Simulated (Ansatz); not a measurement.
**PbSe: stiffness from a series of strains**

```
CELL_PARAMETERS angstrom
0.00000 3.06215 3.06215
3.06215 0.00000 3.06215
3.06215 3.06215 0.00000
ATOMIC_POSITIONS crystal
Pb 0.00000 0.00000 0.00000
Se 0.50000 0.50000 0.50000
```

Atoms are numbered in the order listed.

The cell is COD entry 9008695, as deposited and not checked against the literature; nothing was relaxed.

No spin–orbit coupling, which matters for the heavy atoms here.

Method: Ansatz 0.2.0, DFT, PBEsol, all-electron LAPW, scalar-relativistic.

Numerical set-up: a Γ-centred 9×9×9 k mesh, Fermi–Dirac smearing of 0.01 eV, basis error target 0.25 meV/atom, no spin polarisation.

The strain is applied along the Cartesian axes of the cell as listed (the other components stay zero). Fractional coordinates are held (clamped ions).

σ is the change of stress from the unstrained cell, which is at -0.58 GPa; tension is positive, so slopes are stress–strain coefficients at that pressure.

Only quantities that a quadratic follows smoothly over the whole series are listed; rougher ones are left out.

| εxx = εyy | σzz (GPa) | σxx (GPa) |
| --- | --- | --- |
| -0.0300 | -0.66 | -5.23 |
| -0.0200 | -0.44 | -3.25 |
| 0.0000 | 0.00 | 0.00 |
| 0.0100 | 0.22 | 1.32 |
| 0.0200 | 0.43 | 2.47 |
| 0.0300 | 0.65 | 3.46 |

(1) Fit the series and read off the stiffness at zero strain.

(2) One run, at εxx = εyy = -0.0100, is withheld. Predict its row.

Results:

(1) Least-squares fits y = p0 + p1 x + p2 x² to the rows give σzz (GPa): p1 = 21.8, p2 = -6.3; σxx (GPa): p1 = 144, p2 = -970. So 2 C12 = 22 GPa and C11 + C12 = 144 GPa.

(2) The fits give -0.22, -1.55; the run gave -0.22, -1.52.
